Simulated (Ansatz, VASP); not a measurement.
**One calculation of Ca, two programs**

```xyz
2
Lattice="3.9800 0.0000 0.0000 -1.9900 3.4468 0.0000 0.0000 0.0000 6.5200" Properties=species:S:1:pos:R:3 pbc="T T T"
Ca    1.9900    1.1489    4.8900
Ca    0.0000    2.2979    1.6300
```

Alike in both runs: functional revPBE; k mesh 8 × 8 × 4; occupations fermi-dirac, width 0.05 eV; no spin polarisation.

```csv
,VASP,Ansatz
version,VASP 6.6.1,Ansatz 0.2.0
potentials or method,"VASP PAW PBE potentials, release 64 (Ca_sv), cutoff 520 eV","all-electron LAPW, scalar-relativistic"
task,single point,band structure
```

```tsv
	VASP	Ansatz	Ansatz less VASP
gap on the k mesh at the Fermi level (eV)	none	none	-
pressure (GPa)	-0.2	-0.2	-0.01
largest component of the traceless stress (GPa)	0.17	0.17	-0.003
```

A gap of «none» marks a metal or a gap that the smearing closes. Ansatz ran all-electron here, so the differences hold the error of VASP's frozen core and of both bases.

Caveats: the PAW data sets were made with another functional, which shifts forces and pressure a little (VASP).
